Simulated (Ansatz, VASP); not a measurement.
WS2 (Tungstenite) in VASP and in Ansatz

```
CELL_PARAMETERS angstrom
1.57900 0.91164 6.16333
-1.57900 0.91164 6.16333
0.00000 -1.82327 6.16333
ATOMIC_POSITIONS crystal
W 0.98702 0.01091 0.00837
S 0.58570 0.58146 0.57252
S 0.74750 0.73998 0.77082
```

Change from the starting cell: atoms moved at random, drawn with an rms of 0.05 Å.

Alike in both runs: task single point; functional PBE; k mesh 10 × 10 × 10; occupations fermi-dirac, width 0.05 eV; no spin polarisation.

|  | VASP | Ansatz |
| --- | --- | --- |
| version | VASP 6.6.1 | Ansatz 0.2.0 |
| potentials or method | VASP PAW PBE potentials, release 64 (W_sv, S) | Ansatz PAW |
| plane-wave cutoff (eV) | 520 | 420 |
| valence electrons in the cell | 26 | 26 |

|  | VASP | Ansatz | Ansatz less VASP |
| --- | --- | --- | --- |
| gap on the k mesh at the Fermi level (eV) | 0.99 | 0.97 | -0.017 |
| least direct gap on the mesh (eV) | 2.07 | 2.05 | -0.012 |
| pressure (GPa) | 1.5 | 1.6 | +0.04 |
| largest component of the traceless stress (GPa) | 3.06 | 3.06 | -0.001 |
| rms of the force components (eV/Å) | 0.730 | 0.730 | +0.0004 |

Atom by atom the forces differ by 0.001 eV/Å (rms over components). The functional is the same, so the differences come from potentials, cutoffs and numerics.

Caveats: spin-orbit coupling is left out, which moves the levels of the heavy elements. A k mesh can miss the band edges.
